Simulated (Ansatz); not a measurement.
The system is FeO.

```
CELL_PARAMETERS angstrom
-1.60210 1.60210 2.08339
1.60210 -1.60210 2.08339
1.60210 1.60210 -2.08339
ATOMIC_POSITIONS crystal
Fe 0.00000 0.00000 0.00000
O 0.50000 0.50000 0.00000
```

The cell comes from a database or a generator and needn't be the stable form of this composition.

Base run:

- Program: Ansatz 0.2.0
- Functional: PBEsol
- Potentials or basis: all-electron PAW datasets made for the crystal
- Cutoff: 420 eV (chosen from the basis error)
- k mesh: 12 × 12 × 12
- Occupations: fermi-dirac, width 0.05 eV
- Spin: collinear spin, ferromagnetic start
- Starting moments: [3.0, 0.0] μB

Its results: pressure -16.2 GPa; net moment 4.00 μB per cell; site moments Fe +3.40; O +0.31 μB.

The run is repeated on the same cell with these changes: potentials or basis from all-electron PAW datasets made for the crystal to all-electron LAPW, non-relativistic; cutoff from 420 eV (chosen from the basis error) to 376 eV (chosen from the basis error). What comes out?

Pressure -15.4 GPa; net moment 4.00 μB per cell; site moments Fe +3.58; O +0.33 μB.

Caveats: a cell with one magnetic atom can't hold antiferromagnetic order, which such compounds often take.

The runs don't all hold the same shells in valence.
